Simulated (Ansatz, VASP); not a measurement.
**WC3: VASP beside Ansatz**

```
CELL_PARAMETERS angstrom
2.85827 0.00000 0.00000
0.00000 3.72934 0.00000
0.00000 0.00000 3.77675
ATOMIC_POSITIONS crystal
W 0.00000 0.50000 0.02034
C 0.50000 0.50000 0.56420
C 0.50000 0.19108 0.30865
C 0.50000 0.80892 0.30865
```

Alike in both runs: task relaxation of cell and atoms; functional PBE; k mesh 6 × 6 × 6; occupations gaussian, width 0.1 eV; no spin polarisation.

|  | VASP | Ansatz |
| --- | --- | --- |
| version | VASP 6.6.1 | Ansatz 0.2.0 |
| potentials or method | VASP PAW PBE potentials, release 64 (W_sv, C) | scalar-relativistic, plane waves, PAW |
| plane-wave cutoff (eV) | 600 | 420 |
| valence electrons in the cell | 26 | 26 |

|  | VASP | Ansatz | Ansatz less VASP |
| --- | --- | --- | --- |
| gap on the k mesh at the Fermi level, each at its own relaxed structure (eV) | none | none | - |
| relaxed volume (Å³/atom) | 10.09 | 10.06 | -0.024 |
| relaxed cell length with the largest relative difference (Å) | 2.867 | 2.863 | -0.0036 |

A gap of «none» marks a metal or a gap that the smearing closes.

Caveats: the k mesh is coarse (spacing up to 0.37 Å⁻¹), so the values aren't converged. Spin-orbit coupling is left out, which matters for the levels of W.
